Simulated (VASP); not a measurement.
## A VASP 6.6.1 single-point calculation on SnO

INCAR

```
LWAVE = .FALSE.
EDIFF = 1E-7
LASPH = .TRUE.
SIGMA = 0.5
LREAL = .FALSE.
NSW = 0
NELMDL = -8
GGA = PE
ENCUT = 520
PREC = Accurate
ISMEAR = -1
NBANDS = 17
IBRION = -1
ISIF = 2
LCHARG = .FALSE.
NELM = 75
```

KPOINTS

```
KPOINTS created by Atomic Simulation Environment
0
Gamma
3 3 3
0 0 0
```

POSCAR

```
Sn O
 1.0000000000000000
    -0.0278043378000000    2.6804103799000001    2.6804103799000001
     2.6804103799000001   -0.0278043378000000    2.6804103799000001
     2.6804103799000001    2.6804103799000001   -0.0278043378000000
 Sn  O
   1   1
Cartesian
 -0.0124362360378625 -0.0124362360378626 -0.0124362360378626
  1.3456903415378623  1.3456903415378623  1.3456903415378620
```

The recommended PBE PAW datasets give the neutral cell 20 valence electrons.

Command

```
mpirun -np 1 vasp_std
```

OSZICAR

```
N       E                     dE             d eps       ncg     rms          rms(c)
DAV:   1     0.163578789273E+03    0.16358E+03   -0.10147E+04   204   0.169E+03
DAV:   2     0.500068195138E+01   -0.15858E+03   -0.15136E+03   228   0.397E+02
DAV:   3    -0.122197985769E+02   -0.17220E+02   -0.17113E+02   217   0.114E+02
DAV:   4    -0.126770785515E+02   -0.45728E+00   -0.45682E+00   256   0.202E+01
DAV:   5    -0.126887368448E+02   -0.11658E-01   -0.11658E-01   253   0.318E+00
DAV:   6    -0.126891169224E+02   -0.38008E-03   -0.38008E-03   286   0.453E-01
DAV:   7    -0.126891197444E+02   -0.28220E-05   -0.28214E-05   258   0.430E-02
DAV:   8    -0.126891198047E+02   -0.60321E-07   -0.60517E-07   255   0.542E-03    0.854E+00
DAV:   9    -0.109783878615E+02    0.17107E+01   -0.12855E+01   308   0.414E+01    0.529E+00
DAV:  10    -0.106878798975E+02    0.29051E+00   -0.24837E+00   259   0.893E+00    0.136E+00
DAV:  11    -0.106653088889E+02    0.22571E-01   -0.13521E-01   206   0.294E+00    0.322E-01
DAV:  12    -0.106654072788E+02   -0.98390E-04   -0.77337E-03   266   0.738E-01    0.125E-01
DAV:  13    -0.106656909851E+02   -0.28371E-03   -0.20942E-03   275   0.455E-01    0.762E-02
DAV:  14    -0.106655751259E+02    0.11586E-03   -0.90465E-04   312   0.232E-01    0.166E-02
DAV:  15    -0.106655741362E+02    0.98972E-06   -0.74819E-05   226   0.603E-02    0.579E-03
DAV:  16    -0.106655742933E+02   -0.15705E-06   -0.69581E-06   240   0.212E-02    0.294E-03
DAV:  17    -0.106655741959E+02    0.97370E-07   -0.94206E-07   260   0.872E-03
   1 F= -.10665574E+02 E0= -.10381124E+02  d E =-.568901E+00
```

From OUTCAR

```
k-points           NKPTS =      6   k-points in BZ     NKDIM =      6   number of bands    NBANDS=     17

   NELECT =      20.0000    total number of electrons

   dimension x,y,z NGX =    28 NGY =   28 NGZ =   28
   dimension x,y,z NGXF=    56 NGYF=   56 NGZF=   56

  energy-cutoff  :      520.00
  volume of cell :       39.11
      direct lattice vectors                 reciprocal lattice vectors
    -0.027804338  2.680410380  2.680410380    -0.183660913  0.185586028  0.185586028
     2.680410380 -0.027804338  2.680410380     0.185586028 -0.183660913  0.185586028
     2.680410380  2.680410380 -0.027804338     0.185586028  0.185586028 -0.183660913

 k-points in reciprocal lattice and weights: KPOINTS created by Atomic Simulation Env
   0.00000000  0.00000000  0.00000000       0.037
   0.33333333  0.00000000  0.00000000       0.222
   0.33333333  0.33333333  0.00000000       0.222
  -0.33333333  0.33333333  0.00000000       0.222
   0.33333333  0.33333333  0.33333333       0.074
  -0.33333333  0.33333333  0.33333333       0.222

 E-fermi :   6.4324

 k-point     1 :       0.0000    0.0000    0.0000
  band No.  band energies     occupation
      1     -15.4945      2.00000
      2     -15.4945      2.00000
      3     -15.4925      2.00000
      4     -15.4440      2.00000
      5     -15.4440      2.00000
      6     -12.9100      2.00000
      7      -0.0452      2.00000
      8       2.3945      1.99938
      9       2.3945      1.99938
     10       2.5012      1.99923
     11      10.7803      0.00033
     12      10.7803      0.00033
     13      10.9122      0.00026
     14      15.4519      0.00000
     15      17.7571      0.00000
     16      17.7571      0.00000
     17      17.8719      0.00000

 k-point     2 :       0.3333    0.0000    0.0000
  band No.  band energies     occupation
      1     -15.6035      2.00000
      2     -15.4821      2.00000
      3     -15.4778      2.00000
      4     -15.4319      2.00000
      5     -15.4312      2.00000
      6     -12.4329      2.00000
      7      -1.4903      2.00000
      8       2.0624      1.99968
      9       2.1751      1.99960
     10       3.6600      1.99221
     11       8.2064      0.05595
     12      10.9727      0.00023
     13      11.0834      0.00018
     14      15.0947      0.00000
     15      16.7971      0.00000
     16      17.1750      0.00000
     17      19.3727      0.00000

 k-point     3 :       0.3333    0.3333    0.0000
  band No.  band energies     occupation
      1     -15.6595      2.00000
      2     -15.4670      2.00000
      3     -15.4412      2.00000
      4     -15.4412      2.00000
      5     -15.4264      2.00000
      6     -12.2904      2.00000
      7      -1.3877      2.00000
      8       1.4780      1.99990
      9       1.5780      1.99988
     10       4.8045      1.92577
     11       7.1411      0.39016
     12      11.2880      0.00012
     13      11.3115      0.00012
     14      12.2119      0.00002
     15      17.4562      0.00000
     16      21.0279      0.00000
     17      22.0145      0.00000

 ...

  Total        0.7164365      0.7164365      0.7164365     -0.0721313     -0.0721313     -0.0721313
  in kB       29.3460174     29.3460174     29.3460174     -2.9545773     -2.9545773     -2.9545773
  external PRESSURE =      29.3460174 kB  Pullay stress =       0.0000000 kB

 POSITION                                       TOTAL-FORCE (eV/Angst)
 -----------------------------------------------------------------------------------
      5.32058      5.32058      5.32058         0.026483      0.026483      0.026483
      1.34569      1.34569      1.34569        -0.026483     -0.026483     -0.026483
 -----------------------------------------------------------------------------------
    total drift:                               -0.000165     -0.000165     -0.000165

  FREE ENERGIE OF THE ION-ELECTRON SYSTEM (eV)
  ---------------------------------------------------
  free  energy   TOTEN  =       -10.6655741959 eV

  energy  without entropy=      -10.0966728538  energy(sigma->0) =      -10.38112352
```

It converged. Results: gap between bands v and c on the k mesh 1.36 eV; least direct gap on the k mesh 1.75 eV; pressure 2.9 GPa; largest force 0.05 eV/Å. Band v is the last that the valence electrons fill when counted band by band, and c is the next.

These settings aren't sound, so the numbers aren't properties of the crystal.

On sound settings PBE gives a gap of -0.16 eV on its mesh and a pressure of 3.3 GPa for the intended cell.

The run took about 7.5 s on one core of a shared host (Intel Xeon Platinum 8488C) and held 0.15 GiB at most.
